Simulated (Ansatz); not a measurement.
# TiSi2 (Cmcm) in Ansatz: band structure with HSE06

Aim: the band structure of TiSi2 with HSE06.

Everything below comes from runs of Ansatz 0.2.0. Logs are shortened: lines on timing, memory, paths and dates and some standing lists are left out, and cuts for length are marked.

**1. Starting point**

It takes space group Cmcm (No. 63, orthorhombic). Conventional cell: a = 3.530 Å, b = 13.519 Å, c = 3.565 Å, α = 90.00°, β = 90.00°, γ = 90.00°. Ti (site symmetry m2m) is surrounded by 10 Si at 2.58 to 2.81 Å. Around Si (site symmetry m2m) lie 4 Si at 2.51 Å and 4 Ti at 2.66 to 2.67 Å. Around Si (site symmetry m2m) lie 2 Si at 2.38 Å and 4 Ti at 2.58 Å.

The cell comes from a database or a generator and needn't be the stable form of this composition.

**2. Band structure, HSE06**

input

```
crystal:
  lattice:
    - [1.765105025, -6.759281535, 0.0]
    - [1.765105025, 6.759281535, 0.0]
    - [0.0, 0.0, 3.56517397]
  atoms:
    - { symbol: Ti, position: [0.10311808, 0.89688192, 0.25] }
    - { symbol: Ti, position: [0.89688192, 0.10311808, 0.75] }
    - { symbol: Si, position: [0.75031482, 0.24968518, 0.25] }
    - { symbol: Si, position: [0.24968518, 0.75031482, 0.75] }
    - { symbol: Si, position: [0.44174855, 0.55825145, 0.25] }
    - { symbol: Si, position: [0.55825145, 0.44174855, 0.75] }
hamiltonian:
  xc: hse06
  pseudopotentials: { kind: paw }
kpoints:
  mp_grid: { grid: [6, 6, 6] }
  band_path:
    path:
      - [[0.0, 0.0, 0.0], [0.2670482592, 0.2670482592, 0.0], [0.0, 0.5, 0.0], [0.0, 0.5, 0.5], [0.2670482592, 0.2670482592, 0.5], [0.0, 0.0, 0.5], [0.0, 0.0, 0.0], [-0.5, 0.5, 0.0], [-0.2670482592, 0.7329517408, 0.0], [-0.2670482592, 0.7329517408, 0.5], [-0.5, 0.5, 0.5], [-0.5, 0.5, 0.0]]
      - [[0.0, 0.0, 0.5], [-0.5, 0.5, 0.5]]
    npoints: 4
scf:
  occupations: { method: fermi_dirac, width: 0.05 }
  n_extra_bands: 15
output:
  forces: true
  stress: true
  eigenvalues: true
  fatbands: false
```

Potentials or basis: Ansatz PAW.

What it wrote:

```text
Warning: output.stress: scf.convergence.dr2_threshold = 1e-7 eV (the SCF's general default) is looser than the 6e-10 eV advised for a printed stress (1e-10 eV for each atom of the cell: 6). What an SCF threshold leaves in a stress goes as its square root, and in the free energy as the threshold itself, and one threshold admits the most on a small cell: of the crystals measured, under no hybrid functional and no lock of the moments, on runs that ended without the residual-converged pass, on stresses that held no estimate of that error, the worst erred by over 100 MPa in a component at 1e-7 eV an atom and by under 5 at 1e-10. Set scf.convergence.dr2_threshold to 6e-10 eV or tighter. The threshold is an SCF's pass mark: one that does not reach it within its budget of iterations ends unconverged, or closes short of it on a stop that the run arms, and scf.convergence.dr2_threshold's page says what that costs each kind of run
Warning: output.stress: scf.exx.energy_threshold = 1e-6 eV is looser than the 6e-8 eV advised for a stress under a hybrid functional (1e-8 eV for each atom of the cell: 6). Every SCF of the exchange loop can meet its threshold on dr2 while the loop round them stops early: no threshold on dr2 bounds what that leaves in the stress. Set scf.exx.energy_threshold to 6e-8 eV or tighter. The threshold is the loop's pass mark: a loop that does not reach it within its budget of cycles ends unconverged, and scf.exx.energy_threshold's page has the law
scf.n_extra_bands = 15 over 20 filled bands (N_el = 40.0): the run solves 35 bands
GPUs: using 1 of 1 available (devices: 1).
Engine: ansatz 0.2.0, x86_64-unknown-linux-gnu
Pseudopotentials: kind: paw
Pseudopotential: Ti, paw, valence charge 12, recommended cutoff 420 eV (normal), Ti.paw.azcp
Pseudopotential: Si, paw, valence charge 4, recommended cutoff 420 eV (normal), Si.paw.azcp
Functional definition: HSE06
  parameter a = 0.25
  parameter omega = 0.11/bohr
  exchange = pbe_x - a*pbe_x_sr(omega) + a*exact_x_sr(omega)
  correlation = pbe_c
device memory: the entry about to start is reckoned to put 2.4 GiB on a device that reports 73.6 GiB free (of which the cap on the GPU budget leaves the run 18.0 GiB)
GPU FFT provider: cuFFT
GPU libraries: cuBLAS 13.8.2, cuFFT 12.4.0, cuSOLVER 12.3.4
Crystal: 6 atoms, lattice volume = 85.071 Å³
Basis set: ecut = 420 eV, 1669 PW (Γ), exchange–correlation on 96×96×48 points (8 copies of the dense FFT grid, shifted against one another)
Bands: 35, of which v1, the nominal top of the filled ones, is band 20 counted from 1 (19 counted from 0)
Symmetry: 8 space group operations
Space group: Cmcm (ITA 63), of the structure as read, at distance tolerance 4.4e-5 Å
k-points: 52 of 216
Non-local potential: Ti, projectors of the file, l = 0: 3, l = 1: 2, l = 2: 3, l = 3: 1
Non-local potential: Si, projectors of the file, l = 0: 2, l = 1: 2, l = 2: 2
PAW form: soft (Blöchl's): semilocal exchange-correlation on the pseudo side does not see the compensation charge
PAW frozen core: Ti, regenerated for the run's functional, and the local potential with it (the file was generated under x = pbe(κ = 0.804, μ = 0.2195149727645171), c = pbe(β = 0.06672455060314922))
PAW frozen core: Si, regenerated for the run's functional, and the local potential with it (the file was generated under x = pbe(κ = 0.804, μ = 0.2195149727645171), c = pbe(β = 0.06672455060314922))
PAW one-centre angular grid: Ti, 590 points (default); XC on 64 Gauss nodes
PAW one-centre angular grid: Si, 110 points (default); XC on 64 Gauss nodes
Initial density: superposition of atomic densities (neutral atoms: chi_scale 0, normalization atom), corrected by the library's trained network
Initial wavefunctions: pseudopotential atomic-orbital guess
GPU buffer pool allocated for 55296 grid points (all kernels)
GPU transforms: local potential and band sums: pruned to the plane-wave sphere, on 48×48×24
Functional: x = pbe(κ = 0.804, μ = 0.2195149727645171), c = pbe(β = 0.06672455060314922), warm-up for x = pbe(κ = 0.804, μ = 0.2195149727645171) + 0.25 (exact − pbe) at short range (hse, ω = 0.20786987370883472 Å⁻¹), c = pbe(β = 0.06672455060314922); HSE06 as pw.x's `hse` composes it (authors' and Libxc's form: `xc: wpbeh`)
SCF iter   1: F=—  HF=-7545.958794 eV  |F-HF|=—  |Δ(HF+E_count)|=         —  Δρ=6.11e-3  dr2=5.12e-2  ethr=1.77e-3  ⟨swp⟩=7.1  Hψ=8100  notcnv=0
preconditioner: auto → Kerker (q_TF=auto, 2.406 Å⁻¹)  [metal: Δε(μ)=0.041 eV  Ē_g=8.403 eV  σ=0.050 eV  W_gap=0.20  n_scr=18 (ndim 8)  ℏωp=19.7 eV  f_vac=0.000  D(μ)=1.85/eV (n_scr^D=10)]
SCF iter   2: F=—  HF=-7545.954901 eV  |F-HF|=—  |Δ(HF+E_count)|=   3.89e-3  Δρ=3.42e-3  dr2=1.88e-2  ethr=1.28e-4  ⟨swp⟩=4.0  Hψ=3579  notcnv=0  defer=36
iter 3 solved again at ethr=4.31e-7 eV; its pass at ethr=4.70e-5 eV (dr2=1.72e-4 eV) is discarded
SCF iter   3: F=—  HF=-7545.952702 eV  |F-HF|=—  |Δ(HF+E_count)|=   2.20e-3  Δρ=2.94e-4  dr2=1.69e-4  ethr=4.31e-7  ⟨swp⟩=3.6  Hψ=7454  notcnv=0  defer=2
[... 40 lines left out ...]
SCF iter   5: F=—  HF=-7546.675839 eV  |F-HF|=—  |Δ(HF+E_count)|=   1.05e-7  Δρ=5.67e-6  dr2=4.34e-8  ethr=1.37e-10  ⟨swp⟩=5.3  Hψ=4391  notcnv=0  defer=11
SCF iter   6: F=—  HF=-7546.675839 eV  |F-HF|=—  |Δ(HF+E_count)|=   6.74e-9  Δρ=1.95e-6  dr2=5.41e-9  ethr=9.29e-11  ⟨swp⟩=3.0  Hψ=3028  notcnv=0  defer=4
SCF iter   7: F=—  HF=-7546.675839 eV  |F-HF|=—  |Δ(HF+E_count)|=   7.37e-9  Δρ=1.49e-6  dr2=3.15e-9  ethr=8.49e-12  ⟨swp⟩=5.2  Hψ=4031  notcnv=0  defer=15
SCF iter   8: F=-7546.675839 eV  HF=-7546.675839 eV  |F-HF|=1.27e-11  |Δ(HF+E_count)|=  4.67e-10  Δρ=1.65e-7  dr2=1.46e-10  ethr=6.40e-12  ⟨swp⟩=2.6  Hψ=2937  notcnv=0  defer=1
SCF 3 converged in 8 iterations: F = -7546.675839 eV  dr2 = 1.46e-10
  Residual-converged pass: ⟨swp⟩=3.8  Hψ=3938  notcnv=0  max |occ|·‖R‖ = 2.7e-7 eV (tolerance 2.7e-7 eV)  dr2=1.49e-10  dr2_onsite=5.21e-12  max |Δocc| = 4.6e-12
hybrid outer 2: dexx = +2.545e-6 eV, tail = 2.28e-8 eV, Δε = 3.28e-3 eV (about 7.02e-5 eV left of the loop's levels), ΔF = 1.08e-2 eV/Å (tail 1.64e-3)
GPU FFT provider: cuFFT
GPU libraries: cuBLAS 13.8.2, cuFFT 12.4.0, cuSOLVER 12.3.4
GPU buffer pool allocated for 55296 grid points (all kernels)
GPU transforms: local potential and band sums: pruned to the plane-wave sphere, on 48×48×24
Exchange kernel: α = 0.2500, screened, ω = 0.2079 Å⁻¹, Wigner–Seitz truncation, v(0) = 1046.4101 eV·Å³, q-mesh 6×6×6, nearest image of the exchange supercell L = 21.18 Å, pair-density grid 32×32×18, without the augmentation charges, whose exchange is taken in its separable form by FFT convolution over the k-point mesh (sized by the pseudopotential files, 25×45×24 at the most), smooth part of the exact exchange by density-matrix convolution in up to 7.95 GiB of GPU memory as planned if the GPU has room (build and FFT work areas not counted)
Frozen-core exchange: fock
SCF iter   1: F=—  HF=-7546.675839 eV  |F-HF|=—  |Δ(HF+E_count)|=         —  Δρ=2.25e-6  dr2=6.90e-9  ethr=2.85e-10  ⟨swp⟩=6.6  Hψ=4890  notcnv=0
preconditioner: auto → none  [insulator: Δε(μ)=0.111 eV  Ē_g=9.787 eV  σ=0.050 eV  W_gap=0.51  n_scr=18 (ndim 8)  ℏωp=19.7 eV  f_vac=0.000  D(μ)=1.11/eV (n_scr^D=2)]
SCF iter   2: F=—  HF=-7546.675839 eV  |F-HF|=—  |Δ(HF+E_count)|=   1.29e-9  Δρ=3.02e-7  dr2=3.45e-10  ethr=1.50e-11  ⟨swp⟩=2.4  Hψ=2906  notcnv=0
SCF iter   3: F=-7546.675839 eV  HF=-7546.675839 eV  |F-HF|=2.91e-11  |Δ(HF+E_count)|=   1.39e-9  Δρ=3.50e-7  dr2=6.10e-11  ethr=1.00e-12  ⟨swp⟩=3.6  Hψ=3708  notcnv=0
SCF 4 converged in 3 iterations: F = -7546.675839 eV  dr2 = 6.10e-11
  Residual-converged pass: ⟨swp⟩=3.0  Hψ=3342  notcnv=0  max |occ|·‖R‖ = 2.6e-7 eV (tolerance 2.7e-7 eV)  dr2=6.09e-11  dr2_onsite=8.35e-12  max |Δocc| = 1.6e-13
hybrid outer 3: dexx = +1.738e-9 eV, tail = 1.51e-10 eV, Δε = 7.32e-5 eV (about 6.40e-6 eV left of the loop's levels), ΔF = 5.64e-6 eV/Å (tail 6.36e-5)
device memory: the entry about to start is reckoned to put 0.9 GiB on a device that reports 78.5 GiB free (of which the cap on the GPU budget leaves the run 18.0 GiB)
NSCF: frozen V_eff on 50 k-points, pencils in batches of 32, up to order 156
hybrid SCF converged: 3 outer / 18 inner (+8 warm-up), last move |dexx| = 1.74e-9 eV, tail = 1.51e-10 eV
Stability not checked: this state was not tested for a lower state beside it, because the functional holds exact exchange (a hybrid, or Hartree-Fock), whose exchange loop this test does not read (fock_operator; see scf.lower_state_search)
Free energy (F): -7546.675839 eV
Frozen-core exchange: fock
Harris-Foulkes:  -7546.675839 eV  (|F-HF|=2.91e-11)
Internal energy: -7546.666385 eV  (E = F + TS)
E sigma→0 (E₀):  -7546.671112 eV
Entropy (-TS):   -0.009454 eV (-1.576 meV/atom)
Fermi energy:    13.068391 eV
--- Per-component energies (eV) ---
  E_band       = -298.434135
  E_kinetic    = 720.223185
  E_local      = -2050.766204  (includes V_loc(G=0)·N_el)
  E_nonlocal   = 110.847307
  E_hartree    = 888.668808
  E_xc         = -344.253742
  E_vxc        = -356.768437  (∫ρ·V_xc dr)
  E_exx        = -102.115280  (= α·E_x^exact, valence–valence)
  E_paw        = -4122.872452  (= ΣΔE_a)
  E_vpaw       = -295.077506  (= ΣTr[D̂ρ^β])
  E_aug_tail   = 0.000280  (compensation charges beyond the density's cutoff)
  E_ewald      = -2645.817945
  E_core_change = -0.580341  (= ΣΔE_core)
  E_smearing   = -0.009454  (= −TS)
  E_closure    = 0.000000  (closes the sum)
  Σ components = -7546.675839   (vs F -7546.675839, Δ=1.82e-12)
--- Forces (eV/Å), atoms counted from 1 ---
  atom   1  Ti     0.00000000    -0.02053735     0.00000000
  atom   2  Ti     0.00000000     0.02053735     0.00000000
  atom   3  Si     0.00000000    -0.03230439     0.00000000
  atom   4  Si     0.00000000     0.03230439     0.00000000
  atom   5  Si     0.00000000     0.19515165     0.00000000
  atom   6  Si     0.00000000    -0.19515165     0.00000000
  max |Σ_I F_I| component: 2.78e-17 eV/Å
--- Stress (GPa, compression-positive) ---
       -1.583077       0.000000       0.000000
        0.000000      -1.210811       0.000000
        0.000000       0.000000      -1.776136
  P = ⅓ Tr σ = -1.5233 GPa (-15.233 kbar)
--- Band table (eV; the first three rows and the last of 52) ---
  k-point 0: bands = ["-48.6566", "-48.6461", "-23.4263", "-23.3570", "-23.3452", "-23.3395", "-23.3251", "-23.3155", "-1.8147", "0.6497", "3.2095", "9.2161", "9.3944", "9.5901", "9.9088", "10.1158", "10.4368", "10.5500", "10.5997", "13.5839", "14.0016", "14.0179", "14.2441", "14.6189", "14.6945", "15.5663", "15.9118", "16.4731", "16.8014", "17.4826", "17.8125", "18.4620", "19.0290", "20.4103", "21.6234"]
  k-point 1: bands = ["-48.6547", "-48.6456", "-23.4206", "-23.3710", "-23.3535", "-23.3383", "-23.3346", "-23.3217", "-1.4491", "0.9580", "3.5346", "6.6734", "7.9042", "9.7908", "9.8981", "10.3912", "10.7065", "10.7229", "11.7492", "12.8797", "13.4672", "13.7639", "14.8357", "15.0675", "15.4536", "15.5971", "15.6768", "16.8566", "17.3269", "17.6573", "18.3732", "19.1594", "19.4855", "19.8046", "20.0239"]
  k-point 2: bands = ["-48.6504", "-48.6452", "-23.4196", "-23.4120", "-23.3582", "-23.3459", "-23.3371", "-23.3290", "-0.3756", "1.8762", "3.4336", "4.9854", "5.6174", "8.5261", "10.1582", "10.2607", "10.9511", "11.0814", "12.3260", "13.3458", "13.4291", "13.4914", "14.9670", "15.2892", "15.3062", "15.4382", "16.1287", "16.5721", "17.0754", "18.2321", "18.4669", "19.5127", "20.0125", "20.0515", "20.9119"]
  k-point 51: bands = ["-48.6466", "-48.6466", "-23.4321", "-23.4321", "-23.3452", "-23.3452", "-23.3393", "-23.3393", "1.8065", "1.8065", "2.4053", "2.4053", "8.8299", "8.8299", "9.0784", "9.0784", "10.4868", "10.4868", "11.9773", "11.9773", "13.7340", "13.7340", "15.4168", "15.4168", "15.9795", "15.9795", "16.1000", "16.1000", "17.7401", "17.7401", "18.9574", "18.9574", "20.2064", "20.2064", "21.8838"]
```

It took 3.7 min on 1 × NVIDIA H100 80GB HBM3 with 2 threads of AMD EPYC 7R13 (Zen 3), shared host; peak memory 4.5 GiB.

What came out:

```
Free energy            : -7546.6758 eV
Pressure               : -1.5 GPa
Largest force          : 0.195 eV/Å
Band gap on the k mesh : none (metal or under the smearing width)
```

Forces in eV/Å, atoms in the order of the input:
```
Ti   0.000 -0.021  0.000
Ti   0.000  0.021  0.000
Si   0.000 -0.032  0.000
Si   0.000  0.032  0.000
Si   0.000  0.195  0.000
Si   0.000 -0.195  0.000
```

Stress tensor (GPa, compression positive):
```
-1.58  0.00  0.00
 0.00 -1.21  0.00
 0.00  0.00 -1.78
```

Levels at the corners of the path, in eV from the Fermi level:
```csv
point,band 17,band 18,band 19,band 20,band 21,band 22,band 23,band 24
Γ,-2.63,-2.52,-2.47,0.52,0.93,0.95,1.18,1.55
X,-2.15,-1.41,-0.91,-0.84,-0.34,1.42,1.59,2.00
S,-2.08,-1.87,-0.73,-0.72,-0.71,1.40,1.70,2.06
R,-3.93,-3.93,-3.01,-3.01,2.34,2.34,2.70,2.70
A,-4.08,-4.08,-2.92,-2.92,2.40,2.40,2.53,2.53
Z,-1.92,-1.92,-0.13,-0.13,0.97,0.97,1.69,1.69
Γ,-2.63,-2.52,-2.47,0.52,0.93,0.95,1.18,1.55
Y,-2.88,-2.46,-1.40,0.41,0.82,0.92,1.06,1.44
X1,-2.15,-1.41,-0.91,-0.84,-0.34,1.42,1.59,2.00
A1,-4.08,-4.08,-2.92,-2.92,2.40,2.40,2.53,2.53
T,-2.58,-2.58,-1.09,-1.09,0.67,0.67,2.35,2.35
Y,-2.88,-2.46,-1.40,0.41,0.82,0.92,1.06,1.44
Z,-1.92,-1.92,-0.13,-0.13,0.97,0.97,1.69,1.69
T,-2.58,-2.58,-1.09,-1.09,0.67,0.67,2.35,2.35
```

Caveat: the PAW data sets come from PBE, with cores solved anew for the run's functional, which leaves a small shift of forces and pressure; the thresholds are loose for stress.
